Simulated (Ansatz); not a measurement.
# ZnS (F-43m) in Ansatz: further runs

The runs below take ZnS through band structure, single point, equation of state, with PBE.

Everything below comes from runs of Ansatz 0.2.0. Logs are shortened: lines on timing, memory, paths and dates and some standing lists are left out, and cuts for length are marked.

**What was measured.**

“Electronic, vibrational, and thermodynamic properties of ZnS (zincblende and rocksalt structure)”, 2009, arxiv:0911.5022 quotes, for a bulk crystal of ZnS: band gap 3.85 eV (direct) at 19 K; bulk modulus 76.9 GPa.

How close the calculation comes is told below.

## 1. Starting point

The structure is cubic, space group F-43m (No. 216). Conventional cell: a = 5.404 Å, b = 5.404 Å, c = 5.404 Å, α = 90.00°, β = 90.00°, γ = 90.00°. Zn (site symmetry -43m) is surrounded by 4 S at 2.34 Å. S (site symmetry -43m) has 4 Zn at 2.34 Å as nearest neighbours.

## 2. Band structure, PBE

input.yaml

```yaml
crystal:
  lattice:
    - [0.0, 2.702, 2.702]
    - [2.702, 0.0, 2.702]
    - [2.702, 2.702, 0.0]
  atoms:
    - { symbol: Zn, position: [0.75, 0.75, 0.75] }
    - { symbol: S, position: [0.0, 0.0, 0.0] }
hamiltonian:
  xc: pbe
  pseudopotentials: { kind: paw, core: small }
kpoints:
  mp_grid: { grid: [9, 9, 9] }
  band_path:
    path:
      - [[0.0, 0.0, 0.0], [0.5, 0.0, 0.5], [0.5, 0.25, 0.75], [0.375, 0.375, 0.75], [0.0, 0.0, 0.0], [0.5, 0.5, 0.5], [0.625, 0.25, 0.625], [0.5, 0.25, 0.75], [0.5, 0.5, 0.5], [0.375, 0.375, 0.75]]
      - [[0.625, 0.25, 0.625], [0.5, 0.0, 0.5]]
    npoints: 14
scf:
  occupations: { method: fermi_dirac, width: 0.05 }
  n_extra_bands: 6
output:
  forces: true
  stress: true
  eigenvalues: true
  fatbands: true
```

Potentials or basis: Ansatz PAW.

Run with:

```console
ansatz run input.yaml --threads 2 --pin off --max-ram 5120MiB --backend cpu --events-out ev --progress --plain --runs-dir out
```

What it wrote:

```text
Warning: of Zn the run reads no dataset of the core that `hamiltonian.pseudopotentials.core` asks for: this build lists none beside the file that it uses, or the input names that file
Warning: RAYON_NUM_THREADS=2 ignored (pool sized by the plan → 2); use --threads N
scf.n_extra_bands = 6 over 9 filled bands (N_el = 18.0): the run solves 15 bands
Engine: ansatz 0.2.0, aarch64-unknown-linux-gnu
Pseudopotentials: kind: paw
Pseudopotential: Zn, paw, valence charge 12, recommended cutoff 420 eV (normal), Zn.paw.azcp
Pseudopotential: S, paw, valence charge 6, recommended cutoff 420 eV (normal), S.paw.azcp
Functional definition: PBE
  parameter kappa = 0.804
  parameter beta = 0.06672455060314922
  exchange = pbe_x(kappa = kappa, mu = beta*pi^2/3)
  correlation = pbe_c(beta = beta)
Crystal: 2 atoms, lattice volume = 39.454 Å³
Basis set: ecut = 420 eV, 749 PW (Γ), exchange–correlation on 54×54×54 points (8 copies of the dense FFT grid, shifted against one another)
Bands: 15, of which v1, the nominal top of the filled ones, is band 9 counted from 1 (8 counted from 0)
Symmetry: 24 space group operations
Space group: F-43m (ITA 216), of the structure as read, at distance tolerance 3.4e-5 Å
k-points: 35 of 729 (time reversal used)
Non-local potential: Zn, projectors of the file, l = 0: 2, l = 1: 2, l = 2: 3, l = 3: 1
Non-local potential: S, projectors of the file, l = 0: 2, l = 1: 2, l = 2: 2
PAW form: soft (Blöchl's): semilocal exchange-correlation on the pseudo side does not see the compensation charge
PAW one-centre angular grid: Zn, 590 points (default); XC on 64 Gauss nodes
PAW one-centre angular grid: S, 110 points (default); XC on 64 Gauss nodes
Initial density: superposition of atomic densities (neutral atoms: chi_scale 0, normalization atom), corrected by the library's trained network
Initial wavefunctions: pseudopotential atomic-orbital guess
Functional: x = pbe(κ = 0.804, μ = 0.2195149727645171), c = pbe(β = 0.06672455060314922)
SCF iter   1: F=—  HF=-4222.729855 eV  |F-HF|=—  |Δ(HF+E_count)|=         —  Δρ=5.97e-4  dr2=1.82e-4  ethr=1.77e-3  ⟨swp⟩=5.3  Hψ=2941  notcnv=0
preconditioner: auto → none  [insulator: Δε(μ)=2.102 eV  Ē_g=13.924 eV  σ=0.050 eV  W_gap=1.00  n_scr=14 (ndim 8)  ℏωp=25.1 eV  f_vac=0.026  D(μ)=0.00/eV (n_scr^D=0)  ε∞_Penn≈4.2]
SCF iter   2: F=—  HF=-4222.730076 eV  |F-HF|=—  |Δ(HF+E_count)|=   2.21e-4  Δρ=5.96e-4  dr2=6.51e-5  ethr=1.01e-6  ⟨swp⟩=2.3  Hψ=1163  notcnv=0  defer=15
SCF iter   3: F=—  HF=-4222.730083 eV  |F-HF|=—  |Δ(HF+E_count)|=   6.52e-6  Δρ=1.54e-4  dr2=7.22e-6  ethr=3.62e-7  ⟨swp⟩=2.0  Hψ=723  notcnv=0  defer=15
SCF iter   4: F=—  HF=-4222.730093 eV  |F-HF|=—  |Δ(HF+E_count)|=   1.06e-5  Δρ=6.04e-5  dr2=6.05e-7  ethr=4.01e-8  ⟨swp⟩=2.0  Hψ=751  notcnv=0  defer=15
SCF iter   5: F=—  HF=-4222.730097 eV  |F-HF|=—  |Δ(HF+E_count)|=   3.51e-6  Δρ=3.19e-5  dr2=2.39e-7  ethr=3.36e-9  ⟨swp⟩=2.0  Hψ=786  notcnv=0  defer=15
SCF iter   6: F=-4222.730098 eV  HF=-4222.730098 eV  |F-HF|=1.25e-8  |Δ(HF+E_count)|=   5.94e-7  Δρ=3.49e-6  dr2=1.88e-9  ethr=5.56e-10  ⟨swp⟩=7.1  Hψ=2608  notcnv=0
SCF 1 converged in 6 iterations: F = -4222.730098 eV  dr2 = 1.88e-9
NSCF: frozen V_eff on 142 k-points
SCF converged after 6 iterations
Free energy (F): -4222.730098 eV
Harris-Foulkes:  -4222.730098 eV  (|F-HF|=1.25e-8)
Internal energy: -4222.730098 eV  (E = F + TS)
E sigma→0 (E₀):  -4222.730098 eV
Fermi energy:    6.881852 eV
--- Per-component energies (eV) ---
  E_band       = 5.104305
  E_kinetic    = 238.363499
  E_local      = -2040.909015  (includes V_loc(G=0)·N_el)
  E_nonlocal   = 642.720433
  E_hartree    = 853.402645
  E_xc         = -234.430181
  E_vxc        = -139.592009  (∫ρ·V_xc dr)
  E_paw        = -2428.497823  (= ΣΔE_a)
  E_vpaw       = -402.283966  (= ΣTr[D̂ρ^β])
  E_aug_tail   = -0.000361  (compensation charges beyond the density's cutoff)
  E_ewald      = -1253.379294
  E_smearing   = -0.000000  (= −TS)
  E_closure    = 0.000000  (closes the sum)
  Σ components = -4222.730098   (vs F -4222.730098, Δ=0.00e0)
--- Forces (eV/Å), atoms counted from 1 ---
  atom   1  Zn     0.00000000    -0.00000000     0.00000000
  atom   2  S     -0.00000000     0.00000000     0.00000000
  max |Σ_I F_I| component: 1.85e-17 eV/Å
--- Stress (GPa, compression-positive) ---
        1.597807      -0.000000      -0.000000
        0.000000       1.597807       0.000000
       -0.000000       0.000000       1.597807
  P = ⅓ Tr σ = 1.5978 GPa (15.978 kbar)
--- Band table (eV; the first three rows and the last of 35) ---
  k-point 0: bands = ["-7.3563", "-0.5481", "-0.5481", "-0.5481", "-0.0477", "-0.0477", "5.7867", "5.7867", "5.7867", "7.8961", "12.1563", "12.1563", "12.1563", "17.4038", "17.4038"]
  k-point 1: bands = ["-7.2634", "-0.5479", "-0.5313", "-0.5313", "-0.0492", "-0.0492", "4.8556", "5.6682", "5.6682", "8.6013", "12.0637", "12.3614", "12.3614", "16.9217", "16.9217"]
  k-point 2: bands = ["-7.0125", "-0.5196", "-0.4916", "-0.4916", "-0.0481", "-0.0481", "3.3339", "5.3932", "5.3932", "9.2197", "12.4594", "12.7231", "12.7231", "16.5879", "16.5879"]
  k-point 34: bands = ["-6.1347", "-0.4182", "-0.2859", "-0.1236", "-0.0609", "0.3012", "1.2346", "2.8932", "3.4163", "11.3561", "11.6886", "13.2678", "14.7809", "17.5559", "19.3237"]
```

It took 4.1 s on 2 threads of Arm Neoverse V1, shared host; peak memory 0.3 GiB.

What came out:

| Quantity | Value |
| --- | --- |
| Free energy | -4222.7301 eV |
| Pressure | 1.6 GPa |
| Band gap on the k mesh | 2.11 eV, direct |
| Band gap along the path | 2.11 eV, direct |

Levels at the corners of the path, in eV from the valence-band top:
```
point  band 5  band 6  band 7  band 8  band 9  band 10  band 11  band 12  band 13  band 14
    Γ   -5.83   -5.83    0.00    0.00    0.00     2.11     6.37     6.37     6.37    11.62
    X   -5.76   -5.62   -4.56   -2.22   -2.22     3.40     4.07    10.95    11.94    11.94
    W   -5.87   -5.43   -4.59   -2.75   -2.71     5.69     6.02     7.85     8.19    12.43
    K   -5.80   -5.49   -4.62   -3.11   -1.81     4.12     5.95     9.35     9.73    10.64
    Γ   -5.83   -5.83    0.00    0.00    0.00     2.11     6.37     6.37     6.37    11.62
    L   -5.80   -5.63   -5.29   -0.87   -0.87     3.30     6.90     6.90     8.86    12.15
    U   -5.80   -5.49   -4.62   -3.11   -1.81     4.12     5.95     9.35     9.73    10.64
    W   -5.87   -5.43   -4.59   -2.75   -2.71     5.69     6.02     7.85     8.19    12.43
    L   -5.80   -5.63   -5.29   -0.87   -0.87     3.30     6.90     6.90     8.86    12.15
    K   -5.80   -5.49   -4.62   -3.11   -1.81     4.12     5.95     9.35     9.73    10.64
    U   -5.80   -5.49   -4.62   -3.11   -1.81     4.12     5.95     9.35     9.73    10.64
    X   -5.76   -5.62   -4.56   -2.22   -2.22     3.40     4.07    10.95    11.94    11.94
```

## 3. Single point, PBE, 18.54 Å³/atom (volume scaled by 0.94)

input.yaml

```yaml
crystal:
  lattice:
    - [0.0, 2.6468416657, 2.6468416657]
    - [2.6468416657, 0.0, 2.6468416657]
    - [2.6468416657, 2.6468416657, 0.0]
  atoms:
    - { symbol: Zn, position: [0.75, 0.75, 0.75] }
    - { symbol: S, position: [0.0, 0.0, 0.0] }
hamiltonian:
  xc: pbe
  pseudopotentials: { kind: paw, source: jth }
kpoints:
  mp_grid: { grid: [9, 9, 9] }
scf:
  occupations: { method: fermi_dirac, width: 0.05 }
output:
  forces: true
  stress: true
  eigenvalues: true
```

Potentials or basis: JTH PAW.

Run with:

```console
ansatz run input.yaml --threads 2 --pin off --max-ram 5120MiB --backend cpu --events-out ev --progress --plain --runs-dir out
```

Run time: 4.4 s. Hardware: 2 threads of Arm Neoverse V1, shared host; peak memory 0.44 GiB.

It converged, with:

```yaml
Free_energy: -4221.0351 eV
Pressure: 6.9 GPa
Band_gap_on_the_k_mesh: 2.37 eV, direct
```

Caveat: odd divisions of the mesh miss points on the zone boundary, where band edges often lie, so the gap on the mesh can be too wide.

## 4. Single point, PBE, 18.94 Å³/atom (volume scaled by 0.96)

Edit input.yaml of step 3 so:

```diff
@@ -2,5 +2,5 @@
   lattice:
-    - [0.0, 2.6468416657, 2.6468416657]
-    - [2.6468416657, 0.0, 2.6468416657]
-    - [2.6468416657, 2.6468416657, 0.0]
+    - [0.0, 2.6654820099, 2.6654820099]
+    - [2.6654820099, 0.0, 2.6654820099]
+    - [2.6654820099, 2.6654820099, 0.0]
   atoms:
```

Run with:

```console
ansatz run input.yaml --threads 2 --pin off --max-ram 5120MiB --backend cpu --events-out ev --progress --plain --runs-dir out
```

Wall time 4.3 s (2 threads of Arm Neoverse V1, shared host); peak memory 0.44 GiB.

It converged, with:

```
Free energy            : -4221.0642 eV
Pressure               : 4.9 GPa
Band gap on the k mesh : 2.28 eV, direct
```

Caveat: odd divisions of the mesh miss points on the zone boundary, where band edges often lie, so the gap on the mesh can be too wide.

## 5. Single point, PBE, 19.33 Å³/atom (volume scaled by 0.98)

Edit input.yaml of step 4 so:

```diff
@@ -2,5 +2,5 @@
   lattice:
-    - [0.0, 2.6654820099, 2.6654820099]
-    - [2.6654820099, 0.0, 2.6654820099]
-    - [2.6654820099, 2.6654820099, 0.0]
+    - [0.0, 2.6838652254, 2.6838652254]
+    - [2.6838652254, 0.0, 2.6838652254]
+    - [2.6838652254, 2.6838652254, 0.0]
   atoms:
```

Run with:

```console
ansatz run input.yaml --threads 2 --pin off --max-ram 5120MiB --backend cpu --events-out ev --progress --plain --runs-dir out
```

Wall time 4.5 s (2 threads of Arm Neoverse V1, shared host); peak memory 0.44 GiB.

Results (log left out):

- Free energy: -4221.0840 eV
- Pressure: 3.1 GPa
- Band gap on the k mesh: 2.19 eV, direct

Caveat: odd divisions of the mesh miss points on the zone boundary, where band edges often lie, so the gap on the mesh can be too wide.

## 6. Single point, PBE, 19.73 Å³/atom

Edit input.yaml of step 5 so:

```diff
@@ -2,5 +2,5 @@
   lattice:
-    - [0.0, 2.6838652254, 2.6838652254]
-    - [2.6838652254, 0.0, 2.6838652254]
-    - [2.6838652254, 2.6838652254, 0.0]
+    - [0.0, 2.702, 2.702]
+    - [2.702, 0.0, 2.702]
+    - [2.702, 2.702, 0.0]
   atoms:
```

Potentials or basis: JTH PAW.

Run with:

```console
ansatz run input.yaml --threads 2 --pin off --max-ram 5120MiB --backend cpu --events-out ev --progress --plain --runs-dir out
```

Run time: 4.6 s. Hardware: 2 threads of Arm Neoverse V1, shared host; peak memory 0.46 GiB.

The run converged. Its results:

```
Free energy            : -4221.0954 eV
Pressure               : 1.5 GPa
Band gap on the k mesh : 2.10 eV, direct
```

Caveat: odd divisions of the mesh miss points on the zone boundary, where band edges often lie, so the gap on the mesh can be too wide.

## 7. Single point, PBE, 20.12 Å³/atom (volume scaled by 1.02)

Edit input.yaml of step 6 so:

```diff
@@ -2,5 +2,5 @@
   lattice:
-    - [0.0, 2.702, 2.702]
-    - [2.702, 0.0, 2.702]
-    - [2.702, 2.702, 0.0]
+    - [0.0, 2.7198945612, 2.7198945612]
+    - [2.7198945612, 0.0, 2.7198945612]
+    - [2.7198945612, 2.7198945612, 0.0]
   atoms:
@@ -19 +19,5 @@
   eigenvalues: true
+  write_density: true
+  write_potential: true
+  elf: true
+  volumetric_format: npy
```

Run with:

```console
ansatz run input.yaml --threads 2 --pin off --max-ram 5120MiB --backend cpu --events-out ev --progress --plain --runs-dir out
```

Run time: 6.4 s. Hardware: 2 threads of Arm Neoverse V1, shared host; peak memory 0.48 GiB.

The run converged. Its results:

* Free energy: -4221.0993 eV
* Pressure: 0.1 GPa
* Band gap on the k mesh: 2.01 eV, direct

Caveat: odd divisions of the mesh miss points on the zone boundary, where band edges often lie, so the gap on the mesh can be too wide.

## 8. Single point, PBE, 20.52 Å³/atom (volume scaled by 1.04)

input.yaml

```yaml
crystal:
  lattice:
    - [0.0, 2.7375567091, 2.7375567091]
    - [2.7375567091, 0.0, 2.7375567091]
    - [2.7375567091, 2.7375567091, 0.0]
  atoms:
    - { symbol: Zn, position: [0.75, 0.75, 0.75] }
    - { symbol: S, position: [0.0, 0.0, 0.0] }
hamiltonian:
  xc: pbe
  pseudopotentials: { kind: paw, source: jth }
kpoints:
  mp_grid: { grid: [9, 9, 9] }
scf:
  occupations: { method: fermi_dirac, width: 0.05 }
output:
  forces: true
  stress: true
  eigenvalues: true
```

Run with:

```console
ansatz run input.yaml --threads 2 --pin off --max-ram 5120MiB --backend cpu --events-out ev --progress --plain --runs-dir out
```

Wall time 4.7 s (2 threads of Arm Neoverse V1, shared host); peak memory 0.47 GiB.

Results (log left out):

```yaml
Free_energy: -4221.0964 eV
Pressure: -1.2 GPa
Band_gap_on_the_k_mesh: 1.93 eV, direct
```

Caveat: odd divisions of the mesh miss points on the zone boundary, where band edges often lie, so the gap on the mesh can be too wide.

## 9. Single point, PBE, 20.91 Å³/atom (volume scaled by 1.06)

Edit input.yaml of step 8 so:

```diff
@@ -2,5 +2,5 @@
   lattice:
-    - [0.0, 2.7375567091, 2.7375567091]
-    - [2.7375567091, 0.0, 2.7375567091]
-    - [2.7375567091, 2.7375567091, 0.0]
+    - [0.0, 2.7549938462, 2.7549938462]
+    - [2.7549938462, 0.0, 2.7549938462]
+    - [2.7549938462, 2.7549938462, 0.0]
   atoms:
```

Potentials or basis: JTH PAW.

Run with:

```console
ansatz run input.yaml --threads 2 --pin off --max-ram 5120MiB --backend cpu --events-out ev --progress --plain --runs-dir out
```

It took 4.7 s on 2 threads of Arm Neoverse V1, shared host; peak memory 0.47 GiB.

The run converged. Its results:

```
Free energy            : -4221.0874 eV
Pressure               : -2.4 GPa
Band gap on the k mesh : 1.85 eV, direct
```

Caveat: odd divisions of the mesh miss points on the zone boundary, where band edges often lie, so the gap on the mesh can be too wide.

## 10. Equation of state, PBE

No new run: the results of the series are fitted here.

Results:

* Equilibrium volume: 20.14 Å³/atom
* Bulk modulus: 70 GPa
* Pressure derivative of the bulk modulus: 4.4

Energy against volume, from the lowest point:
| volume (Å³/atom) | energy (meV/atom) |
| --- | --- |
| 18.543 | 32.10 |
| 18.938 | 17.53 |
| 19.332 | 7.64 |
| 19.727 | 1.94 |
| 20.121 | 0.00 |
| 20.516 | 1.45 |
| 20.910 | 5.94 |

PBE usually gives volumes a little too large and moduli too small.

## 11. Band structure, PBE

input.yaml

```yaml
crystal:
  lattice:
    - [0.0, 2.702, 2.702]
    - [2.702, 0.0, 2.702]
    - [2.702, 2.702, 0.0]
  atoms:
    - { symbol: Zn, position: [0.75, 0.75, 0.75] }
    - { symbol: S, position: [0.0, 0.0, 0.0] }
hamiltonian:
  xc: pbe
  pseudopotentials: { kind: nc, source: spms }
kpoints:
  mp_grid: { grid: [9, 9, 9] }
  band_path:
    path:
      - [[0.0, 0.0, 0.0], [0.5, 0.0, 0.5], [0.5, 0.25, 0.75], [0.375, 0.375, 0.75], [0.0, 0.0, 0.0], [0.5, 0.5, 0.5], [0.625, 0.25, 0.625], [0.5, 0.25, 0.75], [0.5, 0.5, 0.5], [0.375, 0.375, 0.75]]
      - [[0.625, 0.25, 0.625], [0.5, 0.0, 0.5]]
    npoints: 14
scf:
  occupations: { method: fermi_dirac, width: 0.05 }
  n_extra_bands: 6
output:
  forces: true
  stress: true
  eigenvalues: true
  fatbands: false
```

Potentials or basis: SPMS NC.

Run with:

```console
ansatz run input.yaml --threads 2 --pin off --max-ram 5120MiB --backend cpu --events-out ev --progress --plain --runs-dir out
```

Wall time 8.5 s (2 threads of Arm Neoverse V1, shared host); peak memory 0.36 GiB.

The run converged. Its results:

```yaml
Free_energy: -5668.3903 eV
Pressure: 1.8 GPa
Band_gap_on_the_k_mesh: 2.11 eV, direct
Band_gap_along_the_path: 2.11 eV, direct
```

Levels at the corners of the path, in eV from the valence-band top:
| point | band 10 | band 11 | band 12 | band 13 | band 14 | band 15 | band 16 | band 17 |
| --- | --- | --- | --- | --- | --- | --- | --- | --- |
| Γ | -5.83 | 0.00 | 0.00 | 0.00 | 2.11 | 6.38 | 6.38 | 6.38 |
| X | -5.62 | -4.55 | -2.21 | -2.21 | 3.41 | 4.07 | 10.96 | 11.94 |
| W | -5.44 | -4.58 | -2.74 | -2.71 | 5.70 | 6.03 | 7.86 | 8.20 |
| K | -5.49 | -4.61 | -3.10 | -1.80 | 4.13 | 5.96 | 9.36 | 9.74 |
| Γ | -5.83 | 0.00 | 0.00 | 0.00 | 2.11 | 6.38 | 6.38 | 6.38 |
| L | -5.63 | -5.28 | -0.86 | -0.86 | 3.31 | 6.91 | 6.91 | 8.87 |
| U | -5.49 | -4.61 | -3.10 | -1.80 | 4.13 | 5.96 | 9.36 | 9.74 |
| W | -5.44 | -4.58 | -2.74 | -2.71 | 5.70 | 6.03 | 7.86 | 8.20 |
| L | -5.63 | -5.28 | -0.86 | -0.86 | 3.31 | 6.91 | 6.91 | 8.87 |
| K | -5.49 | -4.61 | -3.10 | -1.80 | 4.13 | 5.96 | 9.36 | 9.74 |
| U | -5.49 | -4.61 | -3.10 | -1.80 | 4.13 | 5.96 | 9.36 | 9.74 |
| X | -5.62 | -4.55 | -2.21 | -2.21 | 3.41 | 4.07 | 10.96 | 11.94 |

## 12. The runs side by side

| task | potentials or basis | cutoff (eV) | points for each segment of the path | gap on the mesh (eV) | pressure (GPa) |
| --- | --- | --- | --- | --- | --- |
| band structure | Ansatz PAW | 420 | 14 | 2.11 | 1.6 |
| equation of state | JTH PAW | 1080 | - | - | - |
| band structure | SPMS NC | 816 | 14 | 2.11 | 1.8 |

Alike in all rows: level PBE; no spin polarisation; cell as given; k mesh 9 × 9 × 9; smearing fermi-dirac 0.05 eV.

Total energies depend on the potentials used, so only differences within one code and one set of settings carry meaning.

## 13. Comparison with measurements

Step 2. A measured gap of ZnS is 3.85 eV (direct; 19 K; quoted in “Electronic, vibrational, and thermodynamic properties of ZnS (zincblende and rocksalt structure)”, 2009, arxiv:0911.5022); the calculated 2.11 eV misses it by -1.74 eV. The value is that of PBE, without temperature or zero-point motion. Semilocal functionals fall short of measured gaps as a rule.

Step 10. A measured bulk modulus of ZnS is 76.9 GPa (quoted in “Electronic, vibrational, and thermodynamic properties of ZnS (zincblende and rocksalt structure)”, 2009, arxiv:0911.5022); the calculated 70 GPa misses it by -9.4 %. The fit is for a static lattice scaled at fixed shape and fixed fractional positions.

Step 11. A measured gap of ZnS is 3.85 eV (direct; 19 K; quoted in “Electronic, vibrational, and thermodynamic properties of ZnS (zincblende and rocksalt structure)”, 2009, arxiv:0911.5022); the calculated 2.11 eV misses it by -1.74 eV. The value is that of PBE, without temperature or zero-point motion. Semilocal functionals fall short of measured gaps as a rule.
